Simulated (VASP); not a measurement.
TePb, 2 atoms in the cell. The structure is orthorhombic, space group Imm2 (No. 44). Conventional cell: a = 4.564 Å, b = 6.454 Å, c = 4.564 Å, α = 90.00°, β = 90.00°, γ = 90.00°. Te (site symmetry mm2) has 6 Pb at 3.21 to 3.24 Å as nearest neighbours. Around Pb (site symmetry mm2) lie 6 Te at 3.21 to 3.24 Å.  The cell isn't the ideal one: all Te atoms moved +0.025 Å, as atom 1 towards its neighbour atom 1 (Te) at 4.564 Å.

- Program: VASP 6.6.1
- Task: single point
- Functional: PBEsol
- Potentials or basis: VASP PAW PBE potentials, release 64 (Te, Pb_d)
- Cutoff: 520 eV
- k mesh: 8 × 8 × 8
- Occupations: gaussian, width 0.05 eV
- Spin: no spin polarisation
- Dipole correction: no
- Further INCAR settings: ALGO = Normal; EDIFF = 1e-06; NBANDS = 17

Potentials or basis: VASP PAW PBE potentials, release 64 (Te, Pb_d).

Command:

```bash
$ cat potpaw_PBE.64/Te/POTCAR potpaw_PBE.64/Pb_d/POTCAR > POTCAR
$ mpirun -np 1 vasp_std > vasp.out
```

Hardware: 1 thread of Intel(R) Xeon(R) 6975P-C (Granite Rapids), on a shared host.

Problem. Estimate the wall time of this run.

Solution. It took 33 s on 1 thread of Intel(R) Xeon(R) 6975P-C (Granite Rapids), with other jobs on the host, peak memory 0.27 GiB. Counts: scf iterations 12, k points 95.
